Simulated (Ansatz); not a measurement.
**What DFT gives for Os**

```
CELL_PARAMETERS angstrom
-1.72359 1.72359 1.72359
1.72359 -1.72359 1.72359
1.72359 1.72359 -1.72359
ATOMIC_POSITIONS crystal
Os 0.00000 0.00000 0.00000
```

Level: PBE, no spin polarisation; 420 eV; 14×14×14 Γ-centred mesh; fermi-dirac occupations (width 0.0137 eV); Ansatz 0.2.0, fixed geometry.

**Question.** Is there a gap?

**Answer.** It is a metal, with about 2.5 states/eV a cell as the mean within 0.25 eV of the Fermi level, mostly Os d (98 %).

**Question.** What do density and ELF say about some of the short contacts?

**Answer.** Os–Os at 2.99 Å: least valence density 0.29 e/Å³ and ELF 0.41 there. These are pseudo-fields; inside the PAW spheres they differ from the all-electron ones.

**Question.** Is the cell too large or too small?

**Answer.** The pressure is -51.2 GPa (compression positive), so with the atoms held at these fractions the cell would first shrink.

Origin: a known structure type with other elements, at an estimated volume, so it need not be a known compound. Caveats: many states at the Fermi level without spin polarisation, so a magnetic state may lie lower; atoms or cell far from equilibrium.
